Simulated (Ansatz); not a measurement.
Be (bcc): energy against volume

Theory: Ansatz 0.2.0, DFT, PBE, plane waves (420 eV) with PAW, scalar-relativistic.

The cell is scaled uniformly from the relaxed one, with fractional coordinates and shape fixed. Energies are extrapolated to zero smearing, pressures are those at the given smearing. Magnetic state: spin not included.

A Birch-Murnaghan fit gives V₀ = 7.81 Å³/atom, B₀ = 124 GPa, B₀′ = 3.4.

Task: What are the energy above the minimum and the pressure at 6.887 Å³/atom?

Result: 51.1 meV/atom and 19.42 GPa as computed.

Task: What are the energy above the minimum and the pressure at 8.139 Å³/atom?

Result: 5.0 meV/atom and -4.62 GPa as computed.

Task: What are the energy above the minimum and the pressure at 8.765 Å³/atom?

Result: 38.0 meV/atom and -11.52 GPa as computed.
